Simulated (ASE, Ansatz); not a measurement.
**Convergence of a linear-scaling basis for CdS(110) slab, H on both faces (180 atoms)**

Wanted: errors and times of a linear-scaling basis for CdS(110) slab, H on both faces (180 atoms). A setting counts as converged where the r.m.s. difference of forces stays under 1 % of the r.m.s. force.

Main program and level: Ansatz 0.2.0; Kohn-Sham DFT, PBE, PAW (set soft_2), plane waves.

**1. Set-up**

The cell holds 180 atoms: 60 Cd, 60 S and 60 H. Cell: a = 20.570 Å, b = 17.454 Å, c = 20.947 Å, α = 90.0°, β = 90.0°, γ = 90.0°. It derives from CdS (zinc-blende). Zinc-blende CdS (a = 5.818 Å), (110) slab of 4 atomic planes, 5 x 3 surface cells, H on the broken bonds of both faces, 12 Å of vacuum; displaced by a Gaussian of 0.02 Å. Regions: slab, 120 atoms (60 Cd and 60 S); hydrogen, 60 atoms (60 H). Vacuum lies along c.

Limits known from the start: Caps of real hydrogen don't mimic the fractional bonds of a polar compound, so surface states and strained caps may belong to the model. Beside vacuum, support functions can miss their usual error bounds without a warning. Only the Γ point is sampled, in a cell whose shortest periodic width is 17 Å.

**2. Plane-wave single point**

The first run fixes the reference, at a cutoff of 420 eV.

input.yaml reads:

```yaml
crystal:
  lattice:
    - [20.56974, 0.0, 0.0]
    - [0.0, 17.454, 0.0]
    - [0.0, 0.0, 20.94701]
  atoms:
    - { symbol: Cd, position: [0.89885, 0.18151, 0.35206] }
    - { symbol: S, position: [0.00035, 0.09863, 0.35432] }
    - { symbol: Cd, position: [0.00013, 0.01224, 0.44978] }
    - { symbol: S, position: [0.90043, 0.26482, 0.45189] }
    - { symbol: Cd, position: [0.90053, 0.18002, 0.55041] }
    - { symbol: S, position: [0.00163, 0.09915, 0.54841] }
    - { symbol: Cd, position: [0.00062, 0.01297, 0.64793] }
    - { symbol: S, position: [0.89988, 0.26374, 0.64709] }
    - { symbol: Cd, position: [0.10082, 0.18074, 0.35294] }
    - { symbol: S, position: [0.19969, 0.09826, 0.35151] }
    - { symbol: Cd, position: [0.19719, 0.01143, 0.45132] }
    - { symbol: S, position: [0.09836, 0.26424, 0.44983] }
    - { symbol: Cd, position: [0.09824, 0.18156, 0.54879] }
    - { symbol: S, position: [0.19972, 0.09739, 0.54975] }
    - { symbol: Cd, position: [0.19988, 0.01418, 0.64474] }
    - { symbol: S, position: [0.09751, 0.26422, 0.64769] }
    - { symbol: Cd, position: [0.90021, 0.51244, 0.35121] }
    - { symbol: S, position: [0.00051, 0.43062, 0.35206] }
    - { symbol: Cd, position: [0.00072, 0.34586, 0.45076] }
    - { symbol: S, position: [0.89941, 0.59559, 0.45084] }
    - { symbol: Cd, position: [0.89961, 0.51407, 0.5487] }
    - { symbol: S, position: [0.0013, 0.431, 0.54963] }
    - { symbol: Cd, position: [0.99961, 0.34839, 0.64439] }
    - { symbol: S, position: [0.89902, 0.59741, 0.64788] }
    - { symbol: Cd, position: [0.29986, 0.17985, 0.35362] }
    - { symbol: S, position: [0.39938, 0.09557, 0.35289] }
    - { symbol: Cd, position: [0.39971, 0.01337, 0.45024] }
    - { symbol: S, position: [0.29984, 0.26312, 0.44939] }
    - { symbol: Cd, position: [0.30169, 0.18154, 0.54835] }
    - { symbol: S, position: [0.3993, 0.0991, 0.54739] }
    - { symbol: Cd, position: [0.40166, 0.01414, 0.64688] }
    - { symbol: S, position: [0.3001, 0.26381, 0.64561] }
    [... 142 atom lines left out ...]
    - { symbol: H, position: [0.60111, 0.73595, 0.71354] }
    - { symbol: H, position: [0.4995, 0.88757, 0.69859] }
    - { symbol: H, position: [0.70213, 0.9033, 0.28637] }
    - { symbol: H, position: [0.79991, 0.72037, 0.30103] }
    - { symbol: H, position: [0.80143, 0.73811, 0.71361] }
    - { symbol: H, position: [0.69807, 0.88596, 0.69838] }
kpoints:
  mp_grid: { grid: [1, 1, 1] }
hamiltonian:
  xc: pbe
scf:
  occupations: { method: fermi_dirac, width: 0.025 }
output:
  forces: true
  populations: true
  dos:
    method: { smearing: { sigma: 0.08 } }
    de: 0.1
    projected:
      site_lists:
        Cd: [Cd]
        H: [H]
        S: [S]
        hydrogen: [120, 121, 122, 123, 124, 125, 126, 127, 128, 129, 130, 131, 132, 133, 134, 135, 136, 137, 138, 139, 140, 141, 142, 143, 144, 145, 146, 147, 148, 149, 150, 151, 152, 153, 154, 155, 156, 157, 158, 159, 160, 161, 162, 163, 164, 165, 166, 167, 168, 169, 170, 171, 172, 173, 174, 175, 176, 177, 178, 179]
  eigenvalues: true
```

The run is started by

```bash
$ ansatz run input.yaml --threads 32 --pin off --max-ram 92160MiB --backend cuda --events-out ev --progress --plain --runs-dir out --max-vram 78GiB
```

Numbers of over 12 decimals in the logs are rounded to 6 here.

Output:

```text
Engine: ansatz 0.2.0, aarch64-unknown-linux-gnu
Pseudopotentials: kind: paw
Pseudopotential: Cd, paw, valence charge 20, recommended cutoff 420 eV (normal), Cd.paw.azcp
Pseudopotential: S, paw, valence charge 6, recommended cutoff 420 eV (normal), S.paw.azcp
Pseudopotential: H, paw, valence charge 1, recommended cutoff 420 eV (normal), H.paw.azcp
[... 5 lines on functional and potentials left out ...]
device memory: the entry about to start is reckoned to put 17.0 GiB on a device that reports 156.2 GiB free (of which the cap on the GPU budget leaves the run 78.0 GiB)
GPU FFT provider: cuFFT
GPU libraries: cuBLAS 13.8.1, cuFFT 12.4.0, cuSOLVER 12.3.2
GPU matrix products: emulated (plane waves: as basis.precision tells), large ones in fixed point in workspaces of 1.00 GiB
Crystal: 180 atoms, lattice volume = 7520.484 Å³
Basis set: ecut = 420 eV, 146929 PW (Γ), exchange–correlation on 288×240×288 points (8 copies of the dense FFT grid, shifted against one another)
Bands: 990, of which v1, the nominal top of the filled ones, is band 810 counted from 1 (809 counted from 0)
Symmetry: 1 space group operations
Space group: P1 (ITA 1), of the structure as read, at distance tolerance 2.0e-4 Å
k-points: 1
[... 7 lines on functional and potentials left out ...]
Initial density: superposition of atomic densities (neutral atoms: chi_scale 0, normalization atom), corrected by the library's trained network
Initial wavefunctions: pseudopotential atomic-orbital guess
GPU buffer pool allocated for 2488320 grid points (all kernels)
GPU transforms: local potential and band sums: pruned to the plane-wave sphere, on 144×120×144
Functional: x = pbe(κ = 0.804, μ = 0.219515), c = pbe(β = 0.066725)
SCF iter   1: F=—  HF=-550376.441005 eV  |F-HF|=—  |Δ(HF+E_count)|=         —  Δρ=1.52e-3  dr2=4.21e-1  ethr=1.77e-3  ⟨swp⟩=7.0  Hψ=4095  notcnv=0  defer=126
preconditioner: auto → Resta (q_TF=auto, 2.112 Å⁻¹)  ε∞=2.7  [insulator: Δε(μ)=2.084 eV  Ē_g=11.228 eV  σ=0.025 eV  W_gap=1.00  n_scr=1192 (ndim 8)  ℏωp=14.5 eV  f_vac=0.536  D(μ)=0.00/eV (n_scr^D=0)  ε∞_Penn≈2.7  vacuum switching on, ρ_ref=9.1e-3 e/Å³]
SCF iter   2: F=—  HF=-550376.334973 eV  |F-HF|=—  |Δ(HF+E_count)|=   1.06e-1  Δρ=8.06e-4  dr2=6.68e-2  ethr=2.60e-5  ⟨swp⟩=3.0  Hψ=1462  notcnv=0  defer=175
SCF iter   3: F=—  HF=-550376.373063 eV  |F-HF|=—  |Δ(HF+E_count)|=   3.81e-2  Δρ=2.75e-4  dr2=8.08e-3  ethr=4.12e-6  ⟨swp⟩=2.0  Hψ=1175  notcnv=0  defer=175
SCF iter   4: F=—  HF=-550376.395494 eV  |F-HF|=—  |Δ(HF+E_count)|=   2.24e-2  Δρ=7.76e-5  dr2=5.55e-4  ethr=4.99e-7  ⟨swp⟩=2.0  Hψ=1385  notcnv=0  defer=175
SCF iter   5: F=—  HF=-550376.357053 eV  |F-HF|=—  |Δ(HF+E_count)|=   3.84e-2  Δρ=2.52e-5  dr2=5.70e-5  ethr=3.43e-8  ⟨swp⟩=2.0  Hψ=1382  notcnv=0  defer=175
SCF iter   6: F=—  HF=-550376.421010 eV  |F-HF|=—  |Δ(HF+E_count)|=   6.40e-2  Δρ=1.04e-5  dr2=9.83e-6  ethr=3.52e-9  ⟨swp⟩=2.0  Hψ=1449  notcnv=0  defer=175
SCF iter   7: F=—  HF=-550376.421015 eV  |F-HF|=—  |Δ(HF+E_count)|=   4.82e-6  Δρ=2.64e-6  dr2=6.78e-7  ethr=6.07e-10  ⟨swp⟩=2.0  Hψ=1469  notcnv=0  defer=175
SCF iter   8: F=—  HF=-550376.421016 eV  |F-HF|=—  |Δ(HF+E_count)|=   1.10e-6  Δρ=9.71e-7  dr2=1.07e-7  ethr=6.17e-12  ⟨swp⟩=24.0  Hψ=6830  notcnv=0
SCF iter   9: F=-550376.421016 eV  HF=-550376.421016 eV  |F-HF|=2.68e-9  |Δ(HF+E_count)|=   4.99e-8  Δρ=2.26e-7  dr2=6.03e-9  ethr=6.17e-12  ⟨swp⟩=3.0  Hψ=2371  notcnv=0
SCF 1 converged in 9 iterations: F = -550376.421016 eV  dr2 = 6.03e-9
  greatest PAW one-centre occupation: 1.000 electrons in one spin orbital (limit 2), on the Cd atom at site 46 (counted from 0), in its partial waves of l = 0
SCF converged after 9 iterations
Free energy (F): -550376.421016 eV
Harris-Foulkes:  -550376.421016 eV  (|F-HF|=2.68e-9)
Internal energy: -550376.421016 eV  (E = F + TS)
E sigma→0 (E₀):  -550376.421016 eV
Fermi energy:    0.420338 eV
--- Per-component energies (eV) ---
  E_band       = -42828.237857
  E_kinetic    = 37547.847630
  E_local      = -1073142.916824  (includes V_loc(G=0)·N_el)
  E_nonlocal   = 3791.716478
  E_hartree    = 520459.874424
  E_xc         = -16974.979123
  E_vxc        = -19243.881575  (∫ρ·V_xc dr)
  E_paw        = -281026.213327  (= ΣΔE_a)
  E_vpaw       = -32700.691977  (= ΣTr[D̂ρ^β])
  E_aug_tail   = -0.068955  (compensation charges beyond the density's cutoff)
  E_ewald      = 258968.318682
  E_smearing   = -0.000000  (= −TS)
  E_closure    = -0.000000  (closes the sum)
  Σ components = -550376.421016   (vs F -550376.421016, Δ=0.00e0)
--- Forces (eV/Å), atoms counted from 1 ---
[... 180 lines of forces left out ...]
  max |Σ_I F_I| component: 1.00e-4 eV/Å
--- Band table (eV) ---
[... left out ...]
--- Löwdin populations: 180 sites ---
  site symbol       q [e]
[... 180 lines, one an atom, left out ...]
  spilling = 0.008806 (of n_electrons = 1620.000000)
```

Run time: 4.6 s. Hardware: 1 × NVIDIA GB200 with 32 threads of Arm Neoverse V2, shared host; peak memory 2.4 GiB.

That memory is the host's; the program planned up to 17 GiB on the GPU. Forces of this run were stored rounded, and per-atom blocks of the log weren't kept.

The run gave:

- free energy: -550376.4210 eV
- free energy per atom: -3057.6468 eV/atom
- SCF cycles: 9
- r.m.s. force component: 0.5286 eV/Å
- longest force: 3.461 eV/Å
- Fermi energy: 0.4203 eV
- gap (highest filled to lowest empty level): 2 eV
- spilling of the projection: 0.008806

Length of the force by element:

```tsv
element	coordination	atoms	mean length of the force (eV/Å)	spread	least	most
Cd	all	60	0.625	0.402	0.117	1.63
H	all	60	0.738	0.594	0.044	3.24
S	all	60	0.870	0.555	0.107	3.46
```

Löwdin charges by element (they lack the spilled electrons, 0.079 e an atom on average):

```tsv
element	coordination	atoms	mean charge (e)	spread	least	most
Cd	all	60	1.25	0.0293	1.21	1.29
H	all	60	-0.147	0.345	-0.503	0.202
S	all	60	-0.862	0.232	-1.10	-0.617
```

By region:

```tsv
region	atoms	mean length of the force (eV/Å)
slab	120	0.747
hydrogen	60	0.738
```

Density of states as counts of states in windows of 1 eV (from the Fermi level), total and some projections:

```tsv
from (eV)	to (eV)	total	Cd d	S p	Cd s	H s	S s
-14	-13	58.9	4.8	0.1	4.8	0.1	48.9
-13	-12	1.1	0.1	0.0	0.0	0.0	0.9
-12	-10	0.0	0.0	0.0	0.0	0.0	0.0
-10	-9	24.9	22.7	1.9	0.0	0.1	0.0
-9	-8	553.4	518.3	23.6	2.2	6.1	2.4
-8	-7	21.7	19.9	0.4	0.2	0.2	0.9
-7	-6	59.8	8.9	30.1	6.6	9.3	3.6
-6	-5	50.9	2.1	31.6	13.3	1.8	1.3
-5	-4	41.7	2.9	25.2	8.3	2.3	2.1
-4	-3	91.4	5.9	73.8	3.7	2.9	1.9
-3	-2	109.9	7.2	93.1	1.8	3.3	0.7
-2	-1	62.5	3.7	21.2	3.4	30.8	0.5
-1	0	3.9	0.2	1.2	0.2	2.0	0.0
0	1	0.6	0.0	0.1	0.3	0.1	0.1
1	2	12.6	0.0	1.9	5.8	1.5	1.7
2	3	59.9	0.1	9.1	19.9	7.3	4.4
3	4	99.6	0.3	18.6	20.0	14.8	2.6
```

The curve was stored every 0.10 eV, coarse against its broadening of 0.08 eV, so these counts are rough.

Between -26 and -14 eV lie 60 more states.

The stored curve holds about 1140 of the 1620 electrons; the rest, give or take the few that broadening carries across the Fermi level, lie in deeper levels below its range.

Not all projections were asked for or kept, so they needn't add up to the total.

The levels nearest the highest filled one (over half full), pooled over k-points and spins:

```tsv
level less the highest filled one (eV)	occupation
-0.137	2
-0.111	2
-0.0829	2
-0.0506	2
-0.0267	2
0	2
2.00	0
2.42	0
2.44	0
2.61	0
2.61	0
2.94	0
```

Mean Löwdin charges: Cd +1.25, H -0.15, S -0.86 e (they miss 0.88 % of the electrons, so they add up to more than the cell's charge). The largest share in the top eV of filled states is H s (52 % of the projected weight), and in the lowest eV of empty states Cd s (53 % of the projected weight).

**3. Distances and neighbours**

Bonds and neighbours are counted at the geometry of the runs.

Normalised to the volume that the atoms fill. g(r), total and by pair (bins of 0.2 Å):

```tsv
r (Å)	total	Cd-Cd	Cd-H	Cd-S	H-H	H-S	S-S
1.20	0.24	0.00	0.00	0.00	0.00	1.07	0.00
1.40	1.39	0.00	0.00	0.00	0.00	6.24	0.00
1.60	0.59	0.00	2.67	0.00	0.00	0.00	0.00
1.80	0.42	0.00	1.90	0.00	0.00	0.00	0.00
2.00	0.00	0.00	0.00	0.00	0.00	0.00	0.00
2.20	0.00	0.00	0.00	0.00	0.00	0.00	0.00
2.40	0.88	0.00	0.00	3.92	0.00	0.00	0.00
2.60	2.34	0.00	0.00	10.51	0.00	0.00	0.00
2.80	0.00	0.00	0.00	0.00	0.00	0.00	0.00
3.00	0.00	0.00	0.00	0.00	0.00	0.00	0.00
3.20	0.88	0.00	3.79	0.00	0.33	0.00	0.00
3.40	1.09	0.00	0.00	0.00	4.38	2.73	0.00
3.60	0.12	0.00	0.00	0.00	0.00	0.53	0.00
3.80	0.40	0.00	0.00	0.00	3.59	0.00	0.00
4.00	1.11	4.38	0.00	0.00	1.21	0.03	4.37
4.20	3.02	9.55	1.06	0.00	1.89	2.04	9.55
4.40	1.14	0.00	2.88	0.00	0.00	2.23	0.00
4.60	0.03	0.00	0.15	0.00	0.00	0.00	0.00
4.80	2.12	0.00	0.00	9.51	0.00	0.00	0.00
5.00	0.12	0.00	0.50	0.05	0.00	0.00	0.00
5.20	0.62	0.00	0.96	0.00	0.00	1.83	0.00
5.40	0.22	0.00	0.02	0.00	0.00	0.98	0.00
5.60	0.28	0.00	1.26	0.00	0.00	0.00	0.00
5.80	0.86	3.10	0.00	0.00	1.55	0.00	3.10
6.00	0.24	0.00	1.08	0.00	0.00	0.00	0.00
6.20	0.12	0.00	0.00	0.48	0.00	0.04	0.00
6.40	1.26	0.00	0.32	4.42	0.00	0.93	0.00
6.60	0.65	0.00	1.44	0.00	0.47	1.27	0.00
```

Bonds by pair of elements; cutoffs follow the first minimum of g(r), held within bounds set by covalent radii, and pairs that aren't listed don't count as bonded:

```tsv
pair A-B	cutoff (Å)	bonds	mean length (Å)	spread (Å)	shortest (Å)	B about A	A about B
Cd-H	2.12	30	1.69	0.033	1.62	0.5	0.5
Cd-S	2.98	210	2.52	0.031	2.42	3.5	3.5
H-S	1.7	30	1.33	0.036	1.25	0.5	0.5
```

How many atoms have how many bonded neighbours:

```tsv
element	mean	1	4
Cd	4	0	60
H	1	60	0
S	4	0	60
```

Bond angles (no mean is given where the spread exceeds 20°):

```tsv
angle	count	mean (°)	spread (°)
Cd-S-Cd	270	110	1.1
S-Cd-S	270	110	1.1
Cd-S-H	90	110	1.6
H-Cd-S	90	109	1.3
```

First main peaks of g(r), for some of the pairs, lie near 4.11 Å (Cd-Cd), 1.69 Å (Cd-H), 2.52 Å (Cd-S), 3.34 Å (H-H), 1.34 Å (H-S) and 4.11 Å (S-S). By these cutoffs all Cd atoms have 4, all H atoms have 1 and all S atoms have 4 bonded neighbours. The Cd-S-Cd angle averages 110° with a spread of 1.1°.

The surroundings of S48, which bears the longest force, nearest first, numbered as they follow in the input and with coordinates relative to it.

```tsv
atom	x	y	z	distance (Å)	bonds	Löwdin charge (e)	Fx	Fy	Fz (eV/Å)
S48	0.00	0.00	0.00	0.00	4	-0.62	0.06	1.48	-3.13
H144	0.06	-0.70	1.03	1.25	1	0.20	0.10	-1.90	2.63
Cd79	-2.05	1.50	-0.06	2.54	4	1.22	0.12	0.44	0.58
Cd45	0.02	-1.37	-2.15	2.55	4	1.28	0.01	-0.47	0.34
Cd7	2.10	1.47	-0.04	2.57	4	1.21	-0.26	0.55	0.35
H159	-2.01	2.48	1.30	3.45	1	-0.49	0.00	0.50	0.70
H123	2.11	2.48	1.30	3.50	1	-0.49	-0.04	0.48	0.61
S120	-4.08	0.04	-0.07	4.08	4	-0.62	-0.08	-0.35	-0.53
```

The column of bonds counts only the pairs Cd-H within 2.12 Å, Cd-S within 2.98 Å, H-S within 1.70 Å; other neighbours, such as metal atoms beside each other in a compound, aren't counted, and periodic images can show an atom twice.

**4. Support functions medium**

The cell is solved in localised support functions.

This step: Kohn-Sham DFT, PBE, PAW (set soft_2), localised support functions (medium) (Ansatz 0.2.0).

input.yaml, the sections that differ from step 2:

```yaml
scf:
  occupations: { method: fermi_dirac, width: 0.025 }
  eigensolver: { kind: { support_functions: { accuracy: medium } } }
  mixing: { beta: 0.4 }
  max_iter: 150
output:
  forces: true
# crystal, kpoints, hamiltonian: as in step 2
```

Output:

```text
Warning: scf.eigensolver.kind.support_functions: disabling space-group detection — the functions' gradient is summed over unrotated k-points, so no spatial operation reduces the k-mesh or symmetrises the density; time reversal is kept, so that k and −k are solved as one point where they differ and the mesh holds both, and exact exchange and, on two spinor components, a DFT+U term hold to it where the run has them: [...]
settings of this run that can trade accuracy for cost: scf.eigensolver.kind.support_functions [...]
[...]
GPU FFT provider: cuFFT
GPU libraries: cuBLAS 13.8.1, cuFFT 12.4.0, cuSOLVER 12.3.2
[...]
Crystal: 180 atoms, lattice volume = 7520.484 Å³
Basis set: ecut = 420 eV, 146929 PW (Γ), exchange–correlation on 288×240×288 points (8 copies of the dense FFT grid, shifted against one another)
Bands: 972, of which v1, the nominal top of the filled ones, is band 810 counted from 1 (809 counted from 0)
[... 1 set-up line as in the run before ...]
k-points: 1
[...]
GPU buffer pool allocated for 2488320 grid points (all kernels)
[...]
SCF iter   1: F=—  HF=-550357.744872 eV  |F-HF|=—  |Δ(HF+E_count)|=         —  Δρ=3.79e-2  dr2=1.62e2  ethr=1.00e-1
[...]
SCF iter  13: F=-550376.714646 eV  HF=-550376.714645 eV  |F-HF|=1.10e-6  |Δ(HF+E_count)|=   1.98e-3  Δρ=3.94e-6  dr2=1.77e-6  ethr=8.46e-10
SCF 1 converged in 13 iterations: F = -550376.748037 eV  dr2 = 1.77e-6
[...]
SCF converged after 13 iterations
Stability not checked: this state was not tested for a lower state beside it, because the mixer in use, unlike msr1, does not test its closes by its own steps (another_mixer; see scf.mixing.algorithm and scf.lower_state_search)
Free energy (F): -550376.748037 eV
[...]
Internal energy: -550376.748037 eV  (E = F + TS)
E sigma→0 (E₀):  -550376.748037 eV
Fermi energy:    0.420057 eV
[...]
--- Forces (eV/Å), atoms counted from 1 ---
[... 180 lines of forces left out ...]
  max |Σ_I F_I| component: 2.75e-3 eV/Å
--- Band table (eV) ---
[... left out ...]
  guard bands above this table: 140 of the run's 972 bands (output.publish_guard_bands: true publishes all)
```

It took 5.2 s on 1 × NVIDIA GB200 with 32 threads; peak memory 2 GiB.

That memory is the host's; the program planned up to 7.9 GiB on the GPU.

The program notes that the band table was not solved further than the SCF left it and it switched symmetry off.

Keys that differ from the reference: support_functions.accuracy = "medium", scf.max_iter = 150 and scf.mixing.beta = 0.4.

Forces differ from the reference by 1.8 meV/Å r.m.s., 0.34 % of their size, within a tolerance of 1 %; the energy by -1.8 meV/atom. The two runs also began from different starting densities, which bears on cycles and time.

**5. The ladder side by side**

Differences are against the plane-wave reference (Kohn-Sham DFT, PBE, PAW (set soft_2), plane waves), whose r.m.s. force component is 0.529 eV/Å. Energies are set beside the reference only for runs with its functional, potentials and electron count. Times are for 1 × NVIDIA GB200 with 32 threads of Arm Neoverse V2, shared host. The reference's time includes the DOS, which some other runs skip.

```tsv
run	Δ force, r.m.s. (meV/Å)	share of r.m.s. force (%)	Δ energy (meV/atom)	Δ gap (eV)	cycles	time	host memory (GiB)	planned on the GPU (GiB)
reference	-	-	-	-	9	4.6 s	2.4	17
support functions medium	1.79	0.339	-1.82	6.0e-4	13	5.2 s	2.0	7.9
```

**6. Summary of results**

```
free energy per atom                             : -3057.6468 eV/atom
r.m.s. force component                           : 0.5286 eV/Å
gap (highest filled to lowest empty level) : 2 eV
wall time of the 2 DFT runs                      : 9.9 s
```

In words: Against plane waves at 420 eV, the forces differ by 1.8 meV/Å (0.34 %) with support functions medium. Differences between support functions and plane waves include what basis error the plane-wave run still has.

Between filled and empty levels lie 2.00 eV at Γ alone; the mesh holds the band edges only if they fold onto it, so the gap at this level can be narrower or closed, and states at the surface or the caps may set it. By these cutoffs all Cd atoms have 4, all H atoms have 1 and all S atoms have 4 bonded neighbours.

Caveats: The geometry was built by rule, was displaced at random and isn't relaxed at this level: its force components are 0.53 eV/Å r.m.s.

[Logs are printed without paths, hosts, clocks, repeated set-up lines and the standing remarks that a program may print on its own settings, such as how far it seeks lower states.]

[Hosts, paths, dates, database ids (printed as entryN), source tags and the programs' standing remarks are cut or masked in the printed files.]
